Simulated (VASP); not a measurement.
The system is Li.

```
Li
1.0
     0.00000    2.08848    2.08848
     2.08848    0.00000    2.08848
     2.08848    2.08848    0.00000
Li
1
Direct
  0.00000 0.00000 0.00000
```

This isn't the form of Li at room conditions, which is bcc.

- Program: VASP 6.6.1
- Task: relaxation of cell and atoms
- Functional: PBEsol
- Potentials or basis: VASP PAW PBE potentials, release 64 (Li_sv)
- Cutoff: 600 eV
- k mesh: 18 × 18 × 18
- Occupations: gaussian, width 0.1 eV
- Spin: no spin polarisation

At the start: pressure 1.6 GPa; volume 18.22 Å³/atom.

Q: How do energy, volume and symmetry change on relaxing?

A: Over 4 steps the energy falls by 8.1 meV/atom and the volume is 20.06 Å³/atom (+10.1 %); space group Fm-3m (No. 225, to 0.05 Å).

Step by step:
| step | energy change (eV) | largest force (eV/Å) | pressure (GPa) | volume (Å³) |
| --- | --- | --- | --- | --- |
| 1 | 0.0000 | 0.0000 | 1.56 | 18.22 |
| 2 | -0.0037 | 0.0000 | 1.06 | 18.69 |
| 3 | -0.0079 | 0.0000 | 0.18 | 19.82 |
| 4 | -0.0081 | 0.0000 | 0.01 | 20.06 |

Final structure:
```
Li
1.0
     0.00000    2.15661    2.15661
     2.15661    0.00000    2.15661
     2.15661    2.15661    0.00000
Li
1
Direct
  0.00000 0.00000 0.00000
```

Caveat: the cutoff is under 1.25 times the usual one of these potentials, so pressure, stress and relaxed cells hold a basis-set (Pulay) error; the PAW data sets were made with another functional, which shifts forces and pressure a little.
